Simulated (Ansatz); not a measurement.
# Se (P4/mmm) in Ansatz: a series of runs

The runs below take Se through single point, with PBE.

All numbers are computed with Ansatz 0.2.0; they aren't measurements. Logs are shortened: lines on timing, memory, paths and dates and some standing lists are left out, and cuts for length are marked.

**1. The cell of the first run**

It takes space group P4/mmm (No. 123, tetragonal). Conventional cell: a = 2.811 Å, b = 2.811 Å, c = 2.698 Å, α = 90.00°, β = 90.00°, γ = 90.00°. Se (site symmetry 4/mmm) has 6 Se at 2.70 to 2.81 Å as nearest neighbours.

This isn't the form of Se at room conditions, which is trigonal, of chains.

**2. Single point, PBE (strained by -4 %)**

The input, input.yaml:

```yaml
crystal:
  lattice:
    - [2.81056302, 0.0, 0.0]
    - [0.0, 2.81056302, 0.0]
    - [0.0, 0.0, 2.6981404992]
  atoms:
    - { symbol: Se, position: [0.0, 0.0, 0.0] }
hamiltonian:
  xc: pbe
  pseudopotentials: { kind: paw }
kpoints:
  mp_grid: { grid: [9, 9, 9] }
scf:
  occupations: { method: fermi_dirac, width: 0.05 }
output:
  forces: true
  stress: true
  eigenvalues: true
```

Potentials or basis: Ansatz PAW.

On the command line:

```
ansatz run input.yaml --threads 2 --pin off --max-ram 5632MiB --backend cpu --events-out ev --progress --plain --runs-dir out
```

Output:

```text
Warning: RAYON_NUM_THREADS=2 ignored (pool sized by the plan → 2); use --threads N
Engine: ansatz 0.2.0, aarch64-unknown-linux-gnu
Pseudopotentials: kind: paw
Pseudopotential: Se, paw, valence charge 16, recommended cutoff 420 eV (normal), Se.paw.azcp
Functional definition: PBE
  parameter kappa = 0.804
  parameter beta = 0.06672455060314922
  exchange = pbe_x(kappa = kappa, mu = beta*pi^2/3)
  correlation = pbe_c(beta = beta)
Crystal: 1 atoms, lattice volume = 21.313 Å³
Basis set: ecut = 420 eV, 421 PW (Γ), exchange–correlation on 40×40×40 points (8 copies of the dense FFT grid, shifted against one another)
Bands: 12, of which v1, the nominal top of the filled ones, is band 8 counted from 1 (7 counted from 0)
Symmetry: 16 space group operations
Space group: P4/mmm (ITA 123), of the structure as read, at distance tolerance 2.8e-5 Å
k-points: 75 of 729
Non-local potential: Se, projectors of the file, l = 0: 2, l = 1: 2, l = 2: 3, l = 3: 1
PAW form: soft (Blöchl's): semilocal exchange-correlation on the pseudo side does not see the compensation charge
PAW one-centre angular grid: Se, 590 points (default); XC on 64 Gauss nodes
Initial density: superposition of atomic densities (neutral atoms: chi_scale 0, normalization atom), corrected by the library's trained network
Initial wavefunctions: pseudopotential atomic-orbital guess
Functional: x = pbe(κ = 0.804, μ = 0.2195149727645171), c = pbe(β = 0.06672455060314922)
SCF iter   1: F=—  HF=-5468.881586 eV  |F-HF|=—  |Δ(HF+E_count)|=         —  Δρ=1.68e-3  dr2=6.56e-4  ethr=1.77e-3  ⟨swp⟩=5.4  Hψ=5375  notcnv=0
preconditioner: auto → LDOS  [metal: Δε(μ)=0.054 eV  Ē_g=15.034 eV  σ=0.050 eV  W_gap=0.26  n_scr=6 (ndim 8)  ℏωp=19.7 eV  f_vac=0.018  D(μ)=0.66/eV (n_scr^D=6)  β→1.0]
SCF iter   2: F=—  HF=-5468.881717 eV  |F-HF|=—  |Δ(HF+E_count)|=   1.31e-4  Δρ=4.32e-4  dr2=2.65e-5  ethr=4.10e-6  ⟨swp⟩=2.6  Hψ=2305  notcnv=0  defer=8
SCF iter   3: F=—  HF=-5468.881698 eV  |F-HF|=—  |Δ(HF+E_count)|=   1.86e-5  Δρ=1.05e-4  dr2=2.71e-6  ethr=1.66e-7  ⟨swp⟩=2.0  Hψ=1498  notcnv=0  defer=8
SCF iter   4: F=—  HF=-5468.881691 eV  |F-HF|=—  |Δ(HF+E_count)|=   7.18e-6  Δρ=5.24e-5  dr2=6.79e-7  ethr=1.70e-8  ⟨swp⟩=2.0  Hψ=1489  notcnv=0  defer=8
iter 5 did not close the SCF: its close was put off for the readings that it lacked (scf_convergence_deferred on its scf_iter line)
SCF iter   5: F=-5468.881690 eV  HF=-5468.881690 eV  |F-HF|=9.33e-8  |Δ(HF+E_count)|=   9.64e-7  Δρ=1.18e-5  dr2=3.72e-8  ethr=4.25e-9  ⟨swp⟩=2.0  Hψ=1483  notcnv=0  defer=8
SCF iter   6: F=-5468.881690 eV  HF=-5468.881690 eV  |F-HF|=1.36e-9  |Δ(HF+E_count)|=   4.55e-8  Δρ=1.69e-6  dr2=7.73e-10  ethr=2.32e-10  ⟨swp⟩=2.8  Hψ=3421  notcnv=0
SCF 1 converged in 6 iterations: F = -5468.881690 eV  dr2 = 7.73e-10
SCF converged after 6 iterations
Free energy (F): -5468.881690 eV
Harris-Foulkes:  -5468.881690 eV  (|F-HF|=1.36e-9)
Internal energy: -5468.876567 eV  (E = F + TS)
E sigma→0 (E₀):  -5468.879129 eV
Entropy (-TS):   -0.005123 eV (-5.123 meV/atom)
Fermi energy:    10.831438 eV
--- Per-component energies (eV) ---
  E_band       = -354.756692
  E_kinetic    = 117.578275
  E_local      = -2184.765417  (includes V_loc(G=0)·N_el)
  E_nonlocal   = -594.047042
  E_hartree    = 1093.641308
  E_xc         = -104.031189
  E_vxc        = -97.951488  (∫ρ·V_xc dr)
  E_paw        = -1912.134385  (= ΣΔE_a)
  E_vpaw       = 217.148409  (= ΣTr[D̂ρ^β])
  E_aug_tail   = -0.000582  (compensation charges beyond the density's cutoff)
  E_ewald      = -1885.117535
  E_smearing   = -0.005123  (= −TS)
  E_closure    = 0.000000  (closes the sum)
  Σ components = -5468.881690   (vs F -5468.881690, Δ=0.00e0)
--- Forces (eV/Å), atoms counted from 1 ---
  atom   1  Se    -0.00000000     0.00000000     0.00000000
  max |Σ_I F_I| component: 1.23e-32 eV/Å
--- Stress (GPa, compression-positive) ---
        4.521958       0.000000       0.000000
        0.000000       4.521958       0.000000
        0.000000       0.000000       7.817408
  P = ⅓ Tr σ = 5.6204 GPa (56.204 kbar)
--- Band table (eV; the first three rows and the last of 75) ---
  k-point 0: bands = ["-37.8721", "-37.8355", "-37.8299", "-37.8299", "-37.8107", "-5.7787", "11.9144", "11.9144", "13.0773", "18.2273", "18.2748", "19.5657"]
  k-point 1: bands = ["-37.8673", "-37.8354", "-37.8311", "-37.8311", "-37.8106", "-5.5696", "11.0917", "12.0847", "12.0847", "18.4810", "18.5463", "21.8449"]
  k-point 2: bands = ["-37.8552", "-37.8350", "-37.8343", "-37.8343", "-37.8103", "-4.9662", "7.9659", "12.5565", "12.5565", "19.0775", "19.2658", "25.6491"]
  k-point 74: bands = ["-37.8470", "-37.8469", "-37.8231", "-37.8186", "-37.7963", "0.8186", "6.8827", "7.5265", "7.5838", "16.3815", "16.6453", "16.9685"]
```

It took 0.63 s on 2 threads of Arm Neoverse V2, shared host; peak memory 0.27 GiB.

What came out:

| Quantity | Value |
| --- | --- |
| Free energy | -5468.8817 eV |
| Pressure | 5.6 GPa |
| Band gap on the k mesh | none (metal or under the smearing width) |

Levels at points of the mesh, in eV from the Fermi level:
| k point | band 5 | band 6 | band 7 | band 8 | band 9 | band 10 | band 11 | band 12 |
| --- | --- | --- | --- | --- | --- | --- | --- | --- |
| (0.00, 0.00, 0.00) | -48.64 | -16.61 | 1.08 | 1.08 | 2.25 | 7.40 | 7.44 | 8.73 |

**3. Single point, PBE (strained by -2 %)**

Changes to input.yaml since step 2:

```diff
@@ -4,3 +4,3 @@
     - [0.0, 2.81056302, 0.0]
-    - [0.0, 0.0, 2.6981404992]
+    - [0.0, 0.0, 2.7543517596]
   atoms:
```

Potentials or basis: Ansatz PAW.

On the command line:

```
ansatz run input.yaml --threads 2 --pin off --max-ram 5632MiB --backend cpu --events-out ev --progress --plain --runs-dir out
```

Wall time 0.62 s (2 threads of Arm Neoverse V2, shared host); peak memory 0.27 GiB.

It converged, with:

| Property | Result |
| --- | --- |
| Free energy | -5468.8969 eV |
| Pressure | 3.7 GPa |
| Band gap on the k mesh | none (metal or under the smearing width) |

Stress tensor (GPa, compression positive):
```
3.88 0.00 0.00
0.00 3.88 0.00
0.00 0.00 3.36
```

Levels at points of the mesh, in eV from the Fermi level:
```tsv
k point	band 4	band 5	band 6	band 7	band 8	band 9	band 10	band 11	band 12
(0.00, 0.00, 0.00)	-48.61	-48.60	-16.40	1.26	1.26	1.81	7.61	7.62	8.29
```
